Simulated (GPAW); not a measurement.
# W (Im-3m) in GPAW: a series of runs

Aim: see how the results for W move with the level of theory and the settings. Levels: PBEsol+D3, PBE+D3(BJ), PBE+D3, PBEsol+D4, PBE+U, LDA. Tasks: equation of state, band structure, one-shot levels on a semilocal density.

Everything below comes from runs of GPAW 26.7.0. Logs are shortened: lines on timing, memory, paths and dates and some standing lists are left out, and cuts for length are marked. The log counts tension as positive stress, the text compression.

## 1. Starting point

The structure is cubic, space group Im-3m (No. 229). The conventional cell has a = 3.165 Å, b = 3.165 Å, c = 3.165 Å, α = 90.00°, β = 90.00°, γ = 90.00°. Around W (site symmetry m-3m) lie 8 W at 2.74 Å.

## 2. Equation of state, PBEsol+D3

Input file run.py:

```python
import spglib
from ase import Atoms
from ase.calculators.mixing import SumCalculator
from ase.eos import EquationOfState
from ase.io import Trajectory, read
from ase.units import GPa
from dftd3.ase import DFTD3
from gpaw import GPAW, PW, setup_paths

setup_paths.insert(0, '.')

atoms = read('W.cif')
cell, positions, numbers = spglib.find_primitive(
    (atoms.cell[:], atoms.get_scaled_positions(), atoms.numbers), symprec=1e-4)
atoms = Atoms(numbers, cell=cell, scaled_positions=positions, pbc=True)

traj = Trajectory('eos.traj', 'w')
volumes, energies = [], []
for x in [0.94, 0.96, 0.98, 1.0, 1.02, 1.04, 1.06]:
    a = atoms.copy()
    a.set_cell(atoms.cell * x**(1 / 3), scale_atoms=True)
    calc = GPAW(mode=PW(600),
                xc='PBEsol',
                kpts={'size': (12, 12, 12), 'gamma': True},
                occupations={'name': 'fermi-dirac', 'width': 0.05},
                nbands=16,
                convergence={'density': 1e-05, 'energy': 1e-05},
                maxiter=150,
                txt=f'eos-{x:.2f}.txt')
    a.calc = SumCalculator([calc, DFTD3(method='pbesol', damping='d3zero')])
    energies.append(a.get_potential_energy())
    volumes.append(a.get_volume())
    p = -a.get_stress()[:3].mean() / GPa
    calc.write(f'eos-{x:.2f}.gpw')
    traj.write(a)
    print(f'{x:.2f} {volumes[-1]:10.4f} A^3 {energies[-1]:14.6f} eV {p:9.3f} GPa', flush=True)

v0, e0, B = EquationOfState(volumes, energies, eos='birchmurnaghan').fit()
print(f'V0 = {v0:.4f} A^3, E0 = {e0:.6f} eV, B0 = {B / GPa:.2f} GPa')
```

Input file W.cif:

```cif
data_W
_cell_length_a 3.16469000
_cell_length_b 3.16469000
_cell_length_c 3.16469000
_cell_angle_alpha 90.00000000
_cell_angle_beta 90.00000000
_cell_angle_gamma 90.00000000
_space_group_name_H-M_alt 'Im-3m'
_space_group_name_Hall '-I 4 2 3'
_space_group_IT_number 229
loop_
_space_group_symop_operation_xyz
'x,y,z'
'-x,-y,-z'
'-y,x,z'
'y,-x,-z'
'-x,-y,z'
'x,y,-z'
'y,-x,z'
'-y,x,-z'
'x,-y,-z'
'-x,y,z'
'-y,-x,-z'
'y,x,z'
'-x,y,-z'
'x,-y,z'
'y,x,-z'
'-y,-x,z'
'z,x,y'
'-z,-x,-y'
'z,-y,x'
'-z,y,-x'
'z,-x,-y'
'-z,x,y'
'z,y,-x'
'-z,-y,x'
'-z,x,-y'
'z,-x,y'
'-z,-y,-x'
'z,y,x'
'-z,-x,y'
'z,x,-y'
'-z,y,x'
'z,-y,-x'
'y,z,x'
'-y,-z,-x'
'x,z,-y'
'-x,-z,y'
'-y,z,-x'
'y,-z,x'
'-x,z,y'
'x,-z,-y'
'-y,-z,x'
'y,z,-x'
'-x,-z,-y'
'x,z,y'
'y,-z,-x'
'-y,z,x'
'x,-z,y'
'-x,z,-y'
'x+1/2,y+1/2,z+1/2'
'-x+1/2,-y+1/2,-z+1/2'
'-y+1/2,x+1/2,z+1/2'
'y+1/2,-x+1/2,-z+1/2'
'-x+1/2,-y+1/2,z+1/2'
'x+1/2,y+1/2,-z+1/2'
'y+1/2,-x+1/2,z+1/2'
'-y+1/2,x+1/2,-z+1/2'
'x+1/2,-y+1/2,-z+1/2'
'-x+1/2,y+1/2,z+1/2'
'-y+1/2,-x+1/2,-z+1/2'
'y+1/2,x+1/2,z+1/2'
'-x+1/2,y+1/2,-z+1/2'
'x+1/2,-y+1/2,z+1/2'
'y+1/2,x+1/2,-z+1/2'
'-y+1/2,-x+1/2,z+1/2'
'z+1/2,x+1/2,y+1/2'
'-z+1/2,-x+1/2,-y+1/2'
'z+1/2,-y+1/2,x+1/2'
'-z+1/2,y+1/2,-x+1/2'
'z+1/2,-x+1/2,-y+1/2'
'-z+1/2,x+1/2,y+1/2'
'z+1/2,y+1/2,-x+1/2'
'-z+1/2,-y+1/2,x+1/2'
'-z+1/2,x+1/2,-y+1/2'
'z+1/2,-x+1/2,y+1/2'
'-z+1/2,-y+1/2,-x+1/2'
'z+1/2,y+1/2,x+1/2'
'-z+1/2,-x+1/2,y+1/2'
'z+1/2,x+1/2,-y+1/2'
'-z+1/2,y+1/2,x+1/2'
'z+1/2,-y+1/2,-x+1/2'
'y+1/2,z+1/2,x+1/2'
'-y+1/2,-z+1/2,-x+1/2'
'x+1/2,z+1/2,-y+1/2'
'-x+1/2,-z+1/2,y+1/2'
'-y+1/2,z+1/2,-x+1/2'
'y+1/2,-z+1/2,x+1/2'
'-x+1/2,z+1/2,y+1/2'
'x+1/2,-z+1/2,-y+1/2'
'-y+1/2,-z+1/2,x+1/2'
'y+1/2,z+1/2,-x+1/2'
'-x+1/2,-z+1/2,-y+1/2'
'x+1/2,z+1/2,y+1/2'
'y+1/2,-z+1/2,-x+1/2'
'-y+1/2,z+1/2,x+1/2'
'x+1/2,-z+1/2,y+1/2'
'-x+1/2,z+1/2,-y+1/2'
loop_
_atom_site_label
_atom_site_type_symbol
_atom_site_symmetry_multiplicity
_atom_site_Wyckoff_symbol
_atom_site_fract_x
_atom_site_fract_y
_atom_site_fract_z
_atom_site_occupancy
W1 W 2 a 0.0000000000 0.0000000000 0.0000000000 1
```

Potentials or basis: PAW data sets generated in the run's folder for this functional, pw.

Command:

```sh
$ gpaw-setup -f PBEsol W
$ OMP_NUM_THREADS=1 python run.py
```

The program printed:

```text
__  _  _
 | _ |_)|_||  |
 |__||  | ||/\| - 26.7.0

Input parameters:
  mode=PW(ecut=600.0),
  convergence={'density': 1e-05, 'energy': 1e-05},
  kpts=MonkhorstPack(size=(12, 12, 12), gamma=True),
  maxiter=150,
  nbands=16,
  occupations=Occupations(name='fermi-dirac', width=0.05),
  xc=XC(name='PBEsol')

Diagonalizing LCAO Hamiltonian
Converting LCAO to pw mode

       W

Atoms  # Å, Bohr magnetons
|   | symbol |        x |        y |        z |    initial magnetic moments |
|---|--------|----------|----------|----------|-----------------------------|
| 0 |      W | 0.000000 | 0.000000 | 0.000000 | ( 0.0000,  0.0000,  0.0000) |

Unit cell  # Å
| periodic |         x |         y |         z |  lengths |     angles |
|----------|-----------|-----------|-----------|----------|------------|
|      yes | -1.550043 |  1.550043 |  1.550043 | 2.684754 | 109.471221 |
|      yes |  1.550043 | -1.550043 |  1.550043 | 2.684754 | 109.471221 |
|      yes |  1.550043 |  1.550043 | -1.550043 | 2.684754 | 109.471221 |

Number of symmetries: 48
Symmetry operations  # r_c * U_cc + t_c -> r_c
|    | kind |            matrix            |
|----|------|------------------------------|
|  0 |  σ   |  1, 1, 1,  0, 0,-1,  0,-1, 0 |
|  1 |  C4  |  1, 1, 1,  0, 0,-1, -1, 0, 0 |
|  2 |  C2  |  1, 1, 1,  0,-1, 0,  0, 0,-1 |
|  3 |  S6  |  1, 1, 1,  0,-1, 0, -1, 0, 0 |
|  4 |  S6  |  1, 1, 1, -1, 0, 0,  0, 0,-1 |
|  5 |  C4  |  1, 1, 1, -1, 0, 0,  0,-1, 0 |
|  6 |  E   |  1, 0, 0,  0, 1, 0,  0, 0, 1 |
|  7 |  σ   |  1, 0, 0,  0, 1, 0, -1,-1,-1 |
|  8 |  σ   |  1, 0, 0,  0, 0, 1,  0, 1, 0 |
|  9 |  C3  |  1, 0, 0,  0, 0, 1, -1,-1,-1 |
| 10 |  C3  |  1, 0, 0, -1,-1,-1,  0, 1, 0 |
| 11 |  σ   |  1, 0, 0, -1,-1,-1,  0, 0, 1 |
| 12 |  σ   |  0, 1, 0,  1, 0, 0,  0, 0, 1 |
| 13 |  C2  |  0, 1, 0,  1, 0, 0, -1,-1,-1 |
| 14 |  C3  |  0, 1, 0,  0, 0, 1,  1, 0, 0 |
| 15 |  S4  |  0, 1, 0,  0, 0, 1, -1,-1,-1 |
| 16 |  S4  |  0, 1, 0, -1,-1,-1,  1, 0, 0 |
| 17 |  C3  |  0, 1, 0, -1,-1,-1,  0, 0, 1 |
| 18 |  C3  |  0, 0, 1,  1, 0, 0,  0, 1, 0 |
| 19 |  S4  |  0, 0, 1,  1, 0, 0, -1,-1,-1 |
| 20 |  σ   |  0, 0, 1,  0, 1, 0,  1, 0, 0 |
| 21 |  C3  |  0, 0, 1,  0, 1, 0, -1,-1,-1 |
| 22 |  C2  |  0, 0, 1, -1,-1,-1,  1, 0, 0 |
| 23 |  S4  |  0, 0, 1, -1,-1,-1,  0, 1, 0 |
| 24 |  C4  |  0, 0,-1,  1, 1, 1,  0,-1, 0 |
| 25 |  σ   |  0, 0,-1,  1, 1, 1, -1, 0, 0 |
| 26 |  S6  |  0, 0,-1,  0,-1, 0,  1, 1, 1 |
| 27 |  C2  |  0, 0,-1,  0,-1, 0, -1, 0, 0 |
| 28 |  C4  |  0, 0,-1, -1, 0, 0,  1, 1, 1 |
| 29 |  S6  |  0, 0,-1, -1, 0, 0,  0,-1, 0 |
| 30 |  S6  |  0,-1, 0,  1, 1, 1,  0, 0,-1 |
| 31 |  C4  |  0,-1, 0,  1, 1, 1, -1, 0, 0 |
| 32 |  C4  |  0,-1, 0,  0, 0,-1,  1, 1, 1 |
| 33 |  S6  |  0,-1, 0,  0, 0,-1, -1, 0, 0 |
| 34 |  σ   |  0,-1, 0, -1, 0, 0,  1, 1, 1 |
| 35 |  C2  |  0,-1, 0, -1, 0, 0,  0, 0,-1 |
| 36 |  C2  | -1, 0, 0,  1, 1, 1,  0, 0,-1 |
| 37 |  S6  | -1, 0, 0,  1, 1, 1,  0,-1, 0 |
| 38 |  S6  | -1, 0, 0,  0, 0,-1,  1, 1, 1 |
| 39 |  C2  | -1, 0, 0,  0, 0,-1,  0,-1, 0 |
| 40 |  C2  | -1, 0, 0,  0,-1, 0,  1, 1, 1 |
| 41 |  i   | -1, 0, 0,  0,-1, 0,  0, 0,-1 |
| 42 |  S4  | -1,-1,-1,  1, 0, 0,  0, 1, 0 |
| 43 |  C3  | -1,-1,-1,  1, 0, 0,  0, 0, 1 |
| 44 |  C3  | -1,-1,-1,  0, 1, 0,  1, 0, 0 |
| 45 |  σ   | -1,-1,-1,  0, 1, 0,  0, 0, 1 |
| 46 |  S4  | -1,-1,-1,  0, 0, 1,  1, 0, 0 |
| 47 |  C2  | -1,-1,-1,  0, 0, 1,  0, 1, 0 |

BZ-sampling:
  Number of BZ points: 1728
  Number of IBZ points: 72

  Monkhorst-Pack size: [12, 12, 12]
  Monkhorst-Pack shift: [0.041666666666666664, 0.041666666666666664, 0.041666666666666664]

K-points  # in reciprocal-cell coordinates
|     |                                coordinates |     weight |
|-----|--------------------------------------------|------------|
|   0 | ( -0.00000000,  -0.00000000,  -0.00000000) | 0.00057870 |
|   1 | (  0.08333333,  -0.00000000,  -0.00000000) | 0.00694444 |
|   2 | (  0.08333333,   0.08333333,  -0.08333333) | 0.00347222 |
|   3 | (  0.16666667,  -0.00000000,  -0.08333333) | 0.01388889 |
|   4 | (  0.16666667,  -0.00000000,  -0.00000000) | 0.00694444 |
|   5 | (  0.16666667,   0.08333333,  -0.08333333) | 0.01388889 |
|   6 | (  0.16666667,   0.16666667,  -0.16666667) | 0.00347222 |
|   7 | (  0.25000000,  -0.08333333,  -0.08333333) | 0.00462963 |
|   8 | (  0.25000000,  -0.00000000,  -0.08333333) | 0.02777778 |
|   9 | (  0.25000000,  -0.00000000,  -0.00000000) | 0.00694444 |
| ... |                                            |            |
|  71 | (  0.50000000,   0.50000000,   0.50000000) | 0.00057870 |

Plane wave coefficients: 531
Cutoff: 600.0 eV

Spin-components: 1 (collinear spins)
Bands:           16
Projectors:      6
Spin-degeneracy: 2
Datatype:        complex128

Parallelization:
  kpt:    1
  domain: 1
  band:   1

Density:
  Valence electrons: 14.0
  Components: 1
  Grid points: [16 16 16]
  Charge: 0.0  # |e|

Potential:
  Grid points: [16 16 16]

species:
  W:
    name:    Tungsten
    Z:       74.0
    valence: 14
    core:    60
    charge:  0.0  # [|e|]
    compensation charges:
      type: gauss
      rc: 0.40  # [Å]
      lmax: 2
    cutoffs:
      filter: 2.36  # [Å]
      core: 3.02  # [Å]
    projectors
    | kind |    occ | energy [eV] | rcut [Å] |
    |------|--------|-------------|----------|
    |   5s |  2.000 |     -78.864 |    1.344 |
    |   6s |  2.000 |      -5.730 |    1.344 |
    |   5p |  6.000 |     -43.252 |    1.355 |
    |   6p |  0.000 |      -1.338 |    1.355 |
    |   5d |  4.000 |      -4.526 |    1.228 |
    |    d |        |      22.686 |    1.228 |

    Using partial waves for W as LCAO basis

Reference energy: -438642.771174  # eV

eigensolver:
  PPCG
  Converge bands: occupied
  niter=2

density mixing:
  MSR1-Mixer
  Pratt-step length: 0.05
  Maximum mixing coefficient: 0.75
  Old densities: 10
  SVD Regularization: 0.005
  Good broyden scale: 1.0
  Trust region scale: 1.0
  Backstep threshold: 4.0
  History deletion threshold: 6.0
  Fourier metric: weight=20.0, sigma=0.015

occupation numbers:
  Fermi-Dirac:
    width: 0.0500  # eV

poisson solver:
  ecut: 4800.0  # eV

xc functional:
  name: PBEsol with 2 nearest neighbor stencil

convergence criteria:
- Maximum integral of absolute [dens]ity change: 1e-05 electrons / valence electron
- Maximum [total energy] change in last 3 cyles: 1e-05 eV / valence electron
- Maximum integral of absolute [eigenst]ate change: 4e-08 eV^2 / valence electron
maximum number of iterations: 150

SCF iterations
|iter     | |      energy | eigst |  dens |
|---------|-|-------------|-------|-------|
|iter:   1| |  -12.599452 | -0.10 |       |
|iter:   2| |  -12.562682 | -3.33 | -1.24 |
|iter:   3| |  -12.374494 | -2.26 | -1.27 |
|iter:   4| |  -12.376600 | -4.06 | -2.00 |
|iter:   5| |  -12.377459 | -5.06 | -2.36 |
|iter:   6| |  -12.377463 | -7.09 | -3.89 |
|iter:   7| |  -12.377464c| -8.60c| -4.20 |
|iter:   8| |  -12.377464c| -9.31c| -5.33c|

Converged in 8 steps
Energy contributions relative to reference atoms: (reference = -438642.771174)

Energy contributions:
  Kinetic:          14.680727
  Coulomb:         -14.901104
  Zero:             -0.037713
  External:          0.000000
  Xc:              -12.116739
  Entropy:          -0.005270
  Spinorbit:         0.000000
  ----------------------------
  Free energy:     -12.380099
  Extrapolated:    -12.377464

dipole moment: (-5.788653, -5.788653, -5.788653)  # |e|*Ang

Fermi level: 15.556
Eigenvalues  # (at kpt = [-0.000, -0.000, -0.000])
| band index |      eig [eV] | occ [0-2] |
|------------|---------------|-----------|
|          0 |       -58.280 |     2.000 |
|          1 |       -21.999 |     2.000 |
|          2 |       -21.999 |     2.000 |
|          3 |       -21.999 |     2.000 |
|          4 |         5.647 |     2.000 |
|          5 |        14.239 |     2.000 |
[... 8 lines left out ...]
|         14 |        43.455 |     0.000 |
|         15 |        47.057 |     0.000 |

No gap
No difference between direct/indirect transitions

Stress tensor  # eV/Ang^3
|         x |         y |         z |
|-----------|-----------|-----------|
| -0.112263 | -0.000000 | -0.000000 |
| -0.000000 | -0.112263 | -0.000000 |
| -0.000000 | -0.000000 | -0.112263 |

# Writing to eos-0.94.gpw (mode='')
```

Wall time 70 s (1 thread of Arm Neoverse V1, shared host); peak memory 0.21 GiB.

What came out:

* Equilibrium volume: 15.36 Å³/atom
* Bulk modulus: 333 GPa
* Pressure derivative of the bulk modulus: 3.8

Energy against volume, from the lowest point:
```
volume (Å³/atom)  energy (meV/atom)
          14.897              13.53
          15.214               0.00
          15.531               0.66
          15.848              14.19
          16.165              39.36
          16.482              75.11
          16.798             120.38
```

The run has no spin-orbit coupling, so splittings on W are missing.

## 3. Equation of state, PBE+D3(BJ)

Input file run.py:

```python
from ase.calculators.mixing import SumCalculator
from ase.eos import EquationOfState
from ase.io import Trajectory
from ase.spacegroup import crystal
from ase.units import GPa
from dftd3.ase import DFTD3
from gpaw import GPAW, PW

# W 2a
atoms = crystal(['W'],
                basis=[[0.0, 0.0, 0.0]],
                spacegroup=229, setting=1,  # Im-3m
                cellpar=[3.16469, 3.16469, 3.16469, 90.0, 90.0, 90.0],
                primitive_cell=True)

traj = Trajectory('eos.traj', 'w')
volumes, energies = [], []
for x in [0.94, 0.96, 0.98, 1.0, 1.02, 1.04, 1.06]:
    a = atoms.copy()
    a.set_cell(atoms.cell * x**(1 / 3), scale_atoms=True)
    calc = GPAW(mode=PW(600),
                xc='PBE',
                kpts={'size': (12, 12, 12), 'gamma': True},
                occupations={'name': 'fermi-dirac', 'width': 0.05},
                nbands=16,
                convergence={'density': 1e-05, 'energy': 1e-05},
                maxiter=150,
                txt=f'eos-{x:.2f}.txt')
    a.calc = SumCalculator([calc, DFTD3(method='pbe', damping='d3bj')])
    energies.append(a.get_potential_energy())
    volumes.append(a.get_volume())
    p = -a.get_stress()[:3].mean() / GPa
    calc.write(f'eos-{x:.2f}.gpw')
    traj.write(a)
    print(f'{x:.2f} {volumes[-1]:10.4f} A^3 {energies[-1]:14.6f} eV {p:9.3f} GPa', flush=True)

v0, e0, B = EquationOfState(volumes, energies, eos='birchmurnaghan').fit()
print(f'V0 = {v0:.4f} A^3, E0 = {e0:.6f} eV, B0 = {B / GPa:.2f} GPa')
```

Potentials or basis: GPAW PAW data sets (gpaw-data 1.2.1), pw.

Command:

```sh
$ OMP_NUM_THREADS=1 python run.py
```

Wall time 65 s (1 thread of Arm Neoverse V1, shared host); peak memory 0.2 GiB.

The run converged. Its results:

```
Equilibrium volume                      : 15.76 Å³/atom
Bulk modulus                            : 315 GPa
Pressure derivative of the bulk modulus : 3.8
```

Energy against volume, from the lowest point:
```tsv
volume (Å³/atom)	energy (meV/atom)
14.897	50.91
15.214	19.56
15.531	3.03
15.848	0.00
16.165	9.19
16.482	29.52
16.798	59.92
```

The run has no spin-orbit coupling, so splittings on W are missing.

## 4. Equation of state, PBE+D3

run.py, as its differences from that of step 3:

```diff
@@ -2,4 +2,3 @@
 from ase.eos import EquationOfState
-from ase.io import Trajectory
-from ase.spacegroup import crystal
+from ase.io import Trajectory, read
 from ase.units import GPa
@@ -8,8 +7,3 @@
 
-# W 2a
-atoms = crystal(['W'],
-                basis=[[0.0, 0.0, 0.0]],
-                spacegroup=229, setting=1,  # Im-3m
-                cellpar=[3.16469, 3.16469, 3.16469, 90.0, 90.0, 90.0],
-                primitive_cell=True)
+atoms = read('POSCAR')
 
@@ -28,3 +22,3 @@
                 txt=f'eos-{x:.2f}.txt')
-    a.calc = SumCalculator([calc, DFTD3(method='pbe', damping='d3bj')])
+    a.calc = SumCalculator([calc, DFTD3(method='pbe', damping='d3zero')])
     energies.append(a.get_potential_energy())
```

Input file POSCAR:

```
W
1.0
   -1.5823450000      1.5823450000      1.5823450000
    1.5823450000     -1.5823450000      1.5823450000
    1.5823450000      1.5823450000     -1.5823450000
W
1
Direct
    0.0000000000      0.0000000000      0.0000000000
```

Command:

```sh
$ OMP_NUM_THREADS=1 python run.py
```

Run time: 66 s. Hardware: 1 thread of Arm Neoverse V1, shared host; peak memory 0.2 GiB.

It converged, with:

```
Equilibrium volume                      : 15.74 Å³/atom
Bulk modulus                            : 319 GPa
Pressure derivative of the bulk modulus : 3.8
```

Energy against volume, from the lowest point:
```
volume (Å³/atom)  energy (meV/atom)
          14.897              48.89
          15.214              18.12
          15.531               2.27
          15.848               0.00
          16.165              10.04
          16.482              31.30
          16.798              62.69
```

## 5. Equation of state, PBEsol+D4

run.py, as its differences from that of step 4:

```diff
@@ -4,4 +4,6 @@
 from ase.units import GPa
-from dftd3.ase import DFTD3
-from gpaw import GPAW, PW
+from dftd4.ase import DFTD4
+from gpaw import GPAW, PW, setup_paths
+
+setup_paths.insert(0, '.')
 
@@ -15,3 +17,3 @@
     calc = GPAW(mode=PW(600),
-                xc='PBE',
+                xc='PBEsol',
                 kpts={'size': (12, 12, 12), 'gamma': True},
@@ -22,3 +24,3 @@
                 txt=f'eos-{x:.2f}.txt')
-    a.calc = SumCalculator([calc, DFTD3(method='pbe', damping='d3zero')])
+    a.calc = SumCalculator([calc, DFTD4(method='pbesol')])
     energies.append(a.get_potential_energy())
```

POSCAR is that of step 4.

Potentials or basis: PAW data sets generated in the run's folder for this functional, pw.

Command:

```sh
$ gpaw-setup -f PBEsol W
$ OMP_NUM_THREADS=1 python run.py
```

It took 76 s on 1 thread of Arm Neoverse V1, shared host; peak memory 0.2 GiB.

The run converged. Its results:

| Item | Value |
| --- | --- |
| Equilibrium volume | 15.49 Å³/atom |
| Bulk modulus | 326 GPa |
| Pressure derivative of the bulk modulus | 3.8 |

Energy against volume, from the lowest point:
| volume (Å³/atom) | energy (meV/atom) |
| --- | --- |
| 14.897 | 24.47 |
| 15.214 | 5.04 |
| 15.531 | 0.00 |
| 15.848 | 7.92 |
| 16.165 | 27.73 |
| 16.482 | 58.28 |
| 16.798 | 98.52 |

The run has no spin-orbit coupling, so splittings on W are missing.

(Continued in part 2 of 2.)
